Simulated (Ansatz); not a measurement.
Bi2TeSe2 (Skippenite):

```
CELL_PARAMETERS angstrom
2.09150 1.20753 9.71233
-2.09150 1.20753 9.71233
0.00000 -2.41506 9.71233
ATOMIC_POSITIONS crystal
Bi 0.60194 0.60194 0.60194
Bi 0.39806 0.39806 0.39806
Te 0.00000 0.00000 0.00000
Se 0.78840 0.78840 0.78840
Se 0.21160 0.21160 0.21160
```

Base run:

```yaml
Program: Ansatz 0.2.0
Functional: LDA
Potentials_or_basis: all-electron LAPW, scalar-relativistic
Cutoff: 192 eV
Density_cutoff: 769 eV
Basis_error_allowed: 0.002 eV/atom
k_mesh: 7 × 7 × 7
Occupations: fermi-dirac, width 0.05 eV
Spin: no spin polarisation
```

Its results: band gap on the k mesh 0.39 eV, direct; pressure 0.4 GPa; largest force 1.782 eV/Å.

Task: The run is repeated on the same cell with these changes: functional from LDA to PBEsol. What comes out?

Result: Band gap on the k mesh 0.43 eV, direct; pressure 1.9 GPa; largest force 1.792 eV/Å.

PBEsol binds less tightly than LDA, so the same cell stands under more pressure.

Caveats: spin-orbit coupling is left out, which as a rule narrows the gap of such compounds by several tenths of an eV; forces of over 1 eV/Å show positions far from the minimum, so gaps and moduli don't describe the material at rest.

Not every run made on this cell is shown here.
